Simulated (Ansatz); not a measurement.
Ti₃Al: energy along a strain

Ti₃Al, P6_3/mmc, a = 5.688 Å, c = 4.608 Å. The structure is a COD entry; whether it is the stable form wasn't checked. Ansatz: PBEsol, PAW, 420 eV, Γ-centred 12×12×10 mesh on 8 atoms, Gaussian smearing 0.15 eV; no spin polarisation. Cell vectors (Å): 5.688 0.000 0.000; -2.844 4.926 0.000; 0.000 0.000 4.608. The cell is strained by x per cent times the pattern (0 0 1 0 0 0) in the order xx yy zz yz xz xy (engineering shears), with fractional coordinates held. y is the free energy over the start, V0 = 16.137 Å³/atom.

| x (%) | y (meV/atom) |
| --- | --- |
| -2.00 | ? |
| -1.50 | 2.91 |
| -1.00 | 1.30 |
| -0.50 | 0.33 |
| 0.00 | 0.00 |
| 0.50 | 0.28 |
| 1.00 | 1.17 |
| 1.50 | 2.64 |
| 1.75 | 3.59 |
| 2.00 | 4.68 |

Q: Fit y = c1 x + c2 x² + c3 x³ to the other rows, get the stiffness along the pattern, and predict the missing energy.

A: Least squares on the rows shown. y = −0.04407 x + 1.233 x² − 0.02058 x³. The clamped-ion stiffness p·C·p = 2 × 12.33 eV × 160.2 / 16.137 Å³ = 245 GPa, which is C33 in these axes; c1 is there for the stress left in the start, which by itself gives a slope of -0.05 meV/atom per %. At x = -2.00 the fit asked for gives 5.18 meV/atom. The run gave 5.16 meV/atom, so the fit is 0.02 meV/atom too high, a small miss on the scale of the series.